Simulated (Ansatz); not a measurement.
# Ionic part of the dielectric constant of AlP at 5 GPa, mode by mode

The calculation used Ansatz, DFT PBEsol, scalar-relativistic, plane waves, PAW. Settings: 420 eV plane-wave cutoff, Γ-centred 10×10×10 mesh, fixed occupations. No spin polarisation. Phonons by linear response, acoustic sum rule imposed.

Symmetry: F-43m, No. 216, cubic system. Conventional cell: a = 5.377 Å, b = 5.377 Å, c = 5.377 Å, α = 90.00°, β = 90.00°, γ = 90.00°. Al (site symmetry -43m) has 4 P at 2.33 Å as nearest neighbours. Around P (site symmetry -43m) lie 4 Al at 2.33 Å.

The primitive cell has V = 38.86 Å³ and ε∞,zz = 8.256. Each polar mode adds Δε = (4.92064×10⁷/V)·S/ν² along z, with S its oscillator strength in e²/amu, ν in cm⁻¹ and V in Å³.

Question: From these modes, find each Δε and ε0,zz.
```json
{"ν (cm⁻¹)": "462.0", "S_zz (e²/amu)": "0.3365"}
```

Answer:
```tsv
ν (cm⁻¹)	Δε
462.0	2.00
```

The sum is 1.997, so ε0,zz = 10.25; the run's tensor has 10.25.

Question: Where do the longitudinal modes lie for a wave vector along z?

Answer: At 515 cm⁻¹. The Lyddane–Sachs–Teller product Π(ν_LO/ν_TO)² = 1.24 matches ε0/ε∞ = 1.24.

Cost: 1 run of about 1.4 core-minutes, on AMD EPYC (Zen 3) (shared hosts).